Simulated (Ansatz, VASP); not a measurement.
BN in VASP and in Ansatz

```xyz
4
Lattice="2.2525 0.0000 0.0000 -1.1262 1.9507 0.0000 0.0000 0.0000 3.7459" Properties=species:S:1:pos:R:3 pbc="T T T"
B     0.0000    1.3005    0.0077
B     1.1262    0.6502    1.8807
N     0.0000    1.3005    1.4007
N     1.1262    0.6502    3.2737
```

Alike in both runs: functional PBE; k mesh 13 × 13 × 7; occupations fermi-dirac, width 0.05 eV; no spin polarisation.

Ansatz relaxed the structure, and its values are those at the end. VASP's run is a single point on that final structure, the one shown.

|  | VASP | Ansatz |
| --- | --- | --- |
| version | VASP 6.6.1 | Ansatz 0.2.0 |
| potentials or method | VASP PAW PBE potentials, release 64 (B, N) | PAW with Ansatz's default frozen-core files, scalar-relativistic |
| plane-wave cutoff (eV) | 520 | 420 |
| valence electrons in the cell | 16 | 16 |

Ansatz gave:

```
gap on the k mesh at the Fermi level (eV) : 4.22
```

Problem. Which values does VASP return?

Solution. gap on the k mesh at the Fermi level (eV): 4.17.

Caveats: an odd mesh through Γ misses points on the zone boundary, where band edges often lie.
